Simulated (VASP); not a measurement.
Hg: single point with LDA

Crystal: Hg.

```
Hg
1.0
    -1.82333    1.82333    1.82333
     1.82333   -1.82333    1.82333
     1.82333    1.82333   -1.82333
Hg
1
Direct
  0.00000 0.00000 0.00000
```

| Quantity | Value |
| --- | --- |
| Program | VASP 6.6.1 |
| Task | single point |
| Functional | LDA |
| Potentials or basis | VASP PAW LDA potentials, release 64 (Hg) |
| Cutoff | 520 eV |
| k mesh | 14 × 14 × 14 |
| Occupations | fermi-dirac, width 0.1 eV |
| Spin | no spin polarisation |

```json
{"Pressure": "-2.4 GPa", "Band gap on the k mesh": "none (metal or under the smearing width)"}
```

Levels at points of the mesh, in eV from the Fermi level:
```tsv
k point	band 2	band 3	band 4	band 5	band 6	band 7	band 8	band 9	band 10	band 11
(0.00, 0.00, 0.00)	-6.88	-6.88	-6.88	-6.01	-6.01	15.18	15.18	15.18	15.98	15.98
(0.50, 0.00, 0.00)	-7.32	-6.08	-5.97	-5.38	-1.19	-1.18	9.39	10.15	14.64	15.48
(0.50, 0.50, 0.50)	-7.56	-5.54	-5.54	-5.54	3.16	3.90	3.90	3.90	10.18	10.18
```

Wall time 9.6 s on 1 thread of AMD EPYC 9R45 96-Core Processor (Zen 5), with other jobs on the host, peak memory 0.12 GiB.

Spin-orbit coupling is left out, which matters for the levels of Hg.
